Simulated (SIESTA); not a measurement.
**CdS (Greenockite) under changes of volume**

One of the cells (25.623 Å³/atom); the others are scaled copies at fixed shape and fractional positions:

```xyz
4
Lattice="4.1775 0.0000 0.0000 -2.0887 3.6178 0.0000 0.0000 0.0000 6.7816" Properties=species:S:1:pos:R:3 pbc="T T T"
Cd    2.0887    1.2059    3.3908
Cd    0.0000    2.4119    0.0000
S     2.0887    1.2059    5.9339
S     0.0000    2.4119    2.5431
```

* Program: SIESTA 5.4.2
* Functional: PBE
* Potentials or basis: PseudoDojo 0.4 standard (PBE files)
* Basis: DZP (energy shift 0.002 Ry)
* Grid cutoff: 800 Ry
* Energy shift: 0.002 Ry
* k mesh: 7 × 7 × 4
* Occupations: fermi-dirac, width 0.05 eV
* Spin: no spin polarisation

| volume (Å³/atom) | energy over the lowest point (meV/atom) | pressure (GPa) | gap on the mesh (eV) | largest force (eV/Å) |
| --- | --- | --- | --- | --- |
| 23.614 | ? | ? | ? | ? |
| 24.116 | 36.88 | 5.9 | 1.54 | 0.085 |
| 24.618 | 21.06 | 4.2 | 1.48 | 0.082 |
| 25.623 | 3.09 | 1.6 | 1.37 | 0.072 |
| 26.126 | 0.00 | 0.4 | 1.31 | 0.069 |
| 26.628 | 0.32 | -0.6 | 1.26 | 0.066 |

Task: What does the run at 23.614 Å³/atom give?

Result: Energy over the lowest point 57.88 meV/atom; pressure 7.6 GPa; gap on the mesh 1.60 eV; largest force 0.088 eV/Å.

Worked out: A Birch-Murnaghan fit of order 3 (a polynomial in V^(-2/3)) to the other rows has its minimum at 26.33 Å³/atom with B0 = V·E''(V) = 54 GPa and B' = 4.8 at fixed shape and positions, which overstates the stiffness. It gives 57.98 meV/atom at 23.614 Å³/atom, against the run's 57.88, and -dE/dV = 7.6 GPa, against 7.6. A straight line through the other rows of the gap, of slope -2.83 eV per unit of ln V (its deformation potential), extrapolates to 1.60 eV, against the run's 1.60.

Energies are extrapolated to zero smearing.

Caveats: semicore shells carry a single zeta, which can move pressures by several GPa and volumes by a few percent; an odd mesh through Γ misses points on the zone boundary, where band edges often lie; the basis of atomic orbitals isn't converged, which shifts pressures, moduli and gaps. Spin-orbit coupling on Cd is left out.
